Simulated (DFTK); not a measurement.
# AlPt (Pm-3m) in DFTK: equation of state

Aim: energy against volume of AlPt in PBEsol, for its equilibrium volume and stiffness.

Program: DFTK 0.8.2. These are calculated values, not measurements. Logs are shortened: lines on timing, memory, paths and dates and some standing lists are left out, and cuts for length are marked.

### Step 1. The crystal as given

It takes space group Pm-3m (No. 221, cubic). Conventional cell: a = 3.092 Å, b = 3.092 Å, c = 3.092 Å, α = 90.00°, β = 90.00°, γ = 90.00°. Pt (site symmetry m-3m) has 8 Al at 2.68 Å as nearest neighbours. Al (site symmetry m-3m) is surrounded by 8 Pt at 2.68 Å.

Measurements of this composition are mostly on another form, of space group No. 198.

### Step 2. Equation of state, PBEsol

run.jl reads:

```julia
using DFTK
using PseudoPotentialData
using Unitful, UnitfulAtomic
using LinearAlgebra, Printf
include("save.jl")
disable_threading()

# lattice vectors are the columns
lattice = austrip(1u"Å") * [      3.091546            0.0            0.0;
                      0.0       3.091546            0.0;
                      0.0            0.0       3.091546]
symbols   = [:Pt, :Al]
positions = [[0.5, 0.5, 0.5],
             [0.0, 0.0, 0.0]]
pseudopotentials = PseudoFamily("dojo.nc.sr.pbesol.v0_4_1.standard.upf")
elements = Dict(s => ElementPsp(s, pseudopotentials) for s in unique(symbols))
atoms    = [elements[s] for s in symbols]

build_model(lattice, positions; symmetries=true) =
    model_DFT(lattice, atoms, positions;
              functionals=PBEsol(),
              temperature=austrip(0.05u"eV"),
              smearing=Smearing.FermiDirac(),
              symmetries)
Ecut  = 42.0  # hartree
kgrid = [9, 9, 9]
tol   = 1e-6
to_GPa = ustrip(uconvert(u"GPa", 1u"hartree/bohr^3"))

results["points"] = []
for scale in [0.94, 0.96, 0.98, 1.0, 1.02, 1.04, 1.06]
    println("\n=== scale = ", scale)
    model = build_model(cbrt(scale) * lattice, positions)
    basis = PlaneWaveBasis(model; Ecut, kgrid)
    t0 = time()
    scfres = self_consistent_field(basis;
                                   tol,
                                   nbandsalg=AdaptiveBands(model; n_bands_converge=15))
    seconds = time() - t0
    @printf "SCF: %d iterations, %.1f s\n" scfres.n_iter seconds
    forces = compute_forces_cart(scfres)
    stress = compute_stresses_cart(scfres)
    @printf "V = %.5f Å^3  F = %.8f Ha  max force = %.5f eV/Å  p = %.4f GPa\n" ustrip(auconvert(u"Å^3", model.unit_cell_volume)) scfres.energies.total ustrip(auconvert(u"eV/Å", maximum(norm, forces))) (-tr(stress) / 3 * to_GPa)
    push!(results["points"], save_scf!(scfres; forces, stress, d=Dict{String,Any}("seconds" => seconds, "n_matvec" => get(scfres, :n_matvec, 0))))
end

# third-order Birch-Murnaghan fit in x = V^(-2/3)
V = [0.94, 0.96, 0.98, 1.0, 1.02, 1.04, 1.06] * abs(det(lattice))
E = [p["total"] for p in results["points"]]
x = V .^ (-2 / 3)
c = [x .^ 0 x x .^ 2 x .^ 3] \ E
Δ = c[3]^2 - 3c[2] * c[4]
if Δ > 0
    x0 = (-c[3] + sqrt(Δ)) / 3c[4]
    B0 = 4 / 9 * x0^(7 / 2) * (2c[3] + 6c[4] * x0)
    @printf "V0 = %.4f Å^3  B0 = %.2f GPa\n" ustrip(auconvert(u"Å^3", x0^(-3 / 2))) B0 * to_GPa
end
```

Potentials or basis: dojo.nc.sr.pbesol.v0_4_1.standard.upf (PBEsol).

Command:

```
> julia --threads=1 run.jl  # save.jl only writes the numbers to a file and isn't shown; printed stress counts tension as positive; times include loading and compiling
```

The program printed:

```text
=== scale = 0.94
n     Energy            log10(ΔE)   log10(Δρ)   Diag   Δtime
---   ---------------   ---------   ---------   ----   ------
  1   -132.8609364677                   -0.65    4.6    4.17s
  2   -132.9418140216       -1.09       -1.30    1.8    1.92s
  3   -132.9448024871       -2.52       -2.01    2.3    2.54s
  4   -132.9448267570       -4.61       -2.73    1.3    2.14s
  5   -132.9448316632       -5.31       -3.36    2.6    2.53s
  6   -132.9448318683       -6.69       -4.35    2.3    2.54s
  7   -132.9448318713       -8.52       -4.94    3.4    2.19s
  8   -132.9448318713      -10.12       -5.61    2.0    2.31s
  9   -132.9448318713      -11.16       -6.25    2.5    2.60s
SCF: 9 iterations, 23.2 s
V = 27.77506 Å^3  F = -132.94483187 Ha  max force = 0.00000 eV/Å  p = 6.6085 GPa

=== scale = 0.96
n     Energy            log10(ΔE)   log10(Δρ)   Diag   Δtime
---   ---------------   ---------   ---------   ----   ------
  1   -132.8605700515                   -0.65    4.6    3.29s
[... 43 further cycles ...]
  9   -132.9423358736      -11.49       -6.31    2.8    3.03s
SCF: 9 iterations, 25.7 s
V = 30.72985 Å^3  F = -132.94233587 Ha  max force = 0.00000 eV/Å  p = -12.1771 GPa

=== scale = 1.06
n     Energy            log10(ΔE)   log10(Δρ)   Diag   Δtime
---   ---------------   ---------   ---------   ----   ------
  1   -132.8516933458                   -0.66    4.6    4.61s
  2   -132.9356048865       -1.08       -1.22    1.6    1.94s
  3   -132.9404680686       -2.31       -2.03    2.3    2.93s
  4   -132.9405025286       -4.46       -2.62    1.7    2.47s
  5   -132.9405085586       -5.22       -3.17    2.1    2.92s
  6   -132.9405090231       -6.33       -4.02    2.2    2.85s
  7   -132.9405090347       -7.94       -4.89    2.9    2.58s
  8   -132.9405090348       -9.94       -5.83    3.0    3.03s
  9   -132.9405090348      -11.49       -6.21    3.3    3.35s
SCF: 9 iterations, 27.0 s
V = 31.32081 Å^3  F = -132.94050903 Ha  max force = 0.00000 eV/Å  p = -14.7652 GPa
V0 = 28.6320 Å^3  B0 = 203.26 GPa
```

Run time: 7.3 min. Hardware: 1 thread of Intel Xeon 6975P-C (Granite Rapids), shared host; peak memory 1.8 GiB.

Results:

- Equilibrium volume: 14.32 Å³/atom
- Bulk modulus: 203 GPa
- Pressure derivative of the bulk modulus: 4.7

Energy against volume, from the lowest point:
```csv
volume (Å³/atom),energy (meV/atom)
13.888,7.82
14.183,0.00
14.478,0.34
14.774,7.95
15.069,22.00
15.365,41.78
15.660,66.63
```

### Step 3. Single point, PBEsol, 13.89 Å³/atom (volume scaled by 0.94)

run.jl is that of step 2.

Potentials or basis: dojo.nc.sr.pbesol.v0_4_1.standard.upf (PBEsol).

Command:

```
> julia --threads=1 run.jl  # one pass of the loop, scale = 0.94; save.jl only writes the numbers to a file and isn't shown; printed stress counts tension as positive; times include loading and compiling
```

Wall time 23 s (1 thread of Intel Xeon 6975P-C (Granite Rapids), shared host).

The run converged. Its results:

- Free energy: -3617.6132 eV
- Pressure: 6.6 GPa
- Band gap on the k mesh: none (metal or under the smearing width)

### Step 4. Single point, PBEsol, 14.18 Å³/atom (volume scaled by 0.96)

run.jl is that of step 3.

Command:

```
> julia --threads=1 run.jl  # one pass of the loop, scale = 0.96; save.jl only writes the numbers to a file and isn't shown; printed stress counts tension as positive; times include loading and compiling
```

It took 22 s on 1 thread of Intel Xeon 6975P-C (Granite Rapids), shared host.

Results (log left out):

```
Free energy            : -3617.6288 eV
Pressure               : 1.9 GPa
Band gap on the k mesh : none (metal or under the smearing width)
```

### Step 5. Single point, PBEsol, 14.48 Å³/atom (volume scaled by 0.98)

run.jl is that of step 4.

Command:

```
> julia --threads=1 run.jl  # one pass of the loop, scale = 0.98; save.jl only writes the numbers to a file and isn't shown; printed stress counts tension as positive; times include loading and compiling
```

It took 22 s on 1 thread of Intel Xeon 6975P-C (Granite Rapids), shared host.

It converged, with:

| Item | Value |
| --- | --- |
| Free energy | -3617.6281 eV |
| Pressure | -2.3 GPa |
| Band gap on the k mesh | none (metal or under the smearing width) |

### Step 6. Single point, PBEsol, 14.77 Å³/atom

run.jl is that of step 5.

Potentials or basis: dojo.nc.sr.pbesol.v0_4_1.standard.upf (PBEsol).

Command:

```
> julia --threads=1 run.jl  # one pass of the loop, scale = 1.0; save.jl only writes the numbers to a file and isn't shown; printed stress counts tension as positive; times include loading and compiling
```

Wall time 27 s (1 thread of Intel Xeon 6975P-C (Granite Rapids), shared host).

The run converged. Its results:

```
Free energy            : -3617.6129 eV
Pressure               : -6.0 GPa
Band gap on the k mesh : none (metal or under the smearing width)
```

### Step 7. Single point, PBEsol, 15.07 Å³/atom (volume scaled by 1.02)

run.jl is that of step 6.

Command:

```
> julia --threads=1 run.jl  # one pass of the loop, scale = 1.02; save.jl only writes the numbers to a file and isn't shown; printed stress counts tension as positive; times include loading and compiling
```

Wall time 26 s (1 thread of Intel Xeon 6975P-C (Granite Rapids), shared host).

The run converged. Its results:

```yaml
Free_energy: -3617.5848 eV
Pressure: -9.3 GPa
Band_gap_on_the_k_mesh: none (metal or under the smearing width)
```

### Step 8. Single point, PBEsol, 15.36 Å³/atom (volume scaled by 1.04)

run.jl is that of step 7.

Command:

```
> julia --threads=1 run.jl  # one pass of the loop, scale = 1.04; save.jl only writes the numbers to a file and isn't shown; printed stress counts tension as positive; times include loading and compiling
```

It took 26 s on 1 thread of Intel Xeon 6975P-C (Granite Rapids), shared host.

The run converged. Its results:

| Property | Result |
| --- | --- |
| Free energy | -3617.5452 eV |
| Pressure | -12.2 GPa |
| Band gap on the k mesh | none (metal or under the smearing width) |

### Step 9. Single point, PBEsol, 15.66 Å³/atom (volume scaled by 1.06)

run.jl is that of step 8.

Potentials or basis: dojo.nc.sr.pbesol.v0_4_1.standard.upf (PBEsol).

Command:

```
> julia --threads=1 run.jl  # one pass of the loop, scale = 1.06; save.jl only writes the numbers to a file and isn't shown; printed stress counts tension as positive; times include loading and compiling
```

Run time: 27 s. Hardware: 1 thread of Intel Xeon 6975P-C (Granite Rapids), shared host.

The run converged. Its results:

- Free energy: -3617.4955 eV
- Pressure: -14.8 GPa
- Band gap on the k mesh: none (metal or under the smearing width)
